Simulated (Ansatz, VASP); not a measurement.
## BN in VASP and in Ansatz

Contents of INCAR:

```
SYSTEM = BN
PREC = Accurate
ENCUT = 520
EDIFF = 1E-6
ISMEAR = 0
SIGMA = 0.05
LREAL = .FALSE.
LASPH = .TRUE.
NELM = 80
ALGO = Normal
ISIF = 2
LWAVE = .FALSE.
LCHARG = .FALSE.
NBANDS = 36
```

The input KPOINTS:

```
Automatic mesh
0
G
  10 10 2
  0 0 0
```

The input POSCAR:

```
BN
1.0
   -2.5539396017      0.0000000000      0.0000000000
    1.2769698009     -2.2117765748      0.0000000000
    0.0000000000      0.0000000000     12.6805650000
B N
6 6
Direct
    0.3333333333      0.6666666667      0.3332413333
    0.3333333333      0.6666666667      0.6665746667
    0.3333333333      0.6666666667      0.9999080000
    0.6666666667      0.3333333333      0.1665746667
    0.6666666667      0.3333333333      0.4999080000
    0.6666666667      0.3333333333      0.8332413333
    0.3333333333      0.6666666667      0.2084253333
    0.3333333333      0.6666666667      0.5417586667
    0.3333333333      0.6666666667      0.8750920000
    0.6666666667      0.3333333333      0.0417586667
    0.6666666667      0.3333333333      0.3750920000
    0.6666666667      0.3333333333      0.7084253333
```

Input for Ansatz:

```yaml
crystal:
  lattice:
    - [-2.5539396017, 0.0, 0.0]
    - [1.2769698009, -2.2117765748, 0.0]
    - [0.0, 0.0, 12.680565]
  atoms:
    - { symbol: B, position: [0.3333333333, 0.6666666667, 0.3332413333] }
    - { symbol: B, position: [0.3333333333, 0.6666666667, 0.6665746667] }
    - { symbol: B, position: [0.3333333333, 0.6666666667, 0.999908] }
    - { symbol: B, position: [0.6666666667, 0.3333333333, 0.1665746667] }
    - { symbol: B, position: [0.6666666667, 0.3333333333, 0.499908] }
    - { symbol: B, position: [0.6666666667, 0.3333333333, 0.8332413333] }
    - { symbol: "N", position: [0.3333333333, 0.6666666667, 0.2084253333] }
    - { symbol: "N", position: [0.3333333333, 0.6666666667, 0.5417586667] }
    - { symbol: "N", position: [0.3333333333, 0.6666666667, 0.875092] }
    - { symbol: "N", position: [0.6666666667, 0.3333333333, 0.0417586667] }
    - { symbol: "N", position: [0.6666666667, 0.3333333333, 0.375092] }
    - { symbol: "N", position: [0.6666666667, 0.3333333333, 0.7084253333] }
basis:
  ecutwfc: 420
kpoints:
  mp_grid: { grid: [10, 10, 2] }
hamiltonian:
  xc: lda
scf:
  occupations: { method: gaussian, width: 0.05 }
output:
  forces: true
  stress: true
  eigenvalues: true
  write_density: true
  write_potential: true
  elf: true
  volumetric_format: npy
```

Alike in both runs: task single point; functional LDA; k mesh 10 × 10 × 2; occupations gaussian, width 0.05 eV; no spin polarisation.

|  | VASP | Ansatz |
| --- | --- | --- |
| version | VASP 6.6.1 | Ansatz 0.2.0 |
| potentials or method | VASP PAW LDA potentials, release 64 (B, N) | scalar-relativistic, plane waves, PAW |
| plane-wave cutoff (eV) | 520 | 420 |
| valence electrons in the cell | 48 | 48 |

Ansatz gave:

* gap on the k mesh at the Fermi level (eV): 5.18
* least direct gap on the mesh (eV): 8.11
* pressure (GPa): -13.7
* largest component of the traceless stress (GPa): 0.27
* rms of the force components (eV/Å): 0.013

Problem. What did VASP give for the same quantities?

Solution. gap on the k mesh at the Fermi level (eV): 5.16; least direct gap on the mesh (eV): 8.10; pressure (GPa): -12.9; largest component of the traceless stress (GPa): 0.29; rms of the force components (eV/Å): 0.012.

Atom by atom the forces differ by 0.001 eV/Å (rms over components).

A k mesh can miss the band edges.
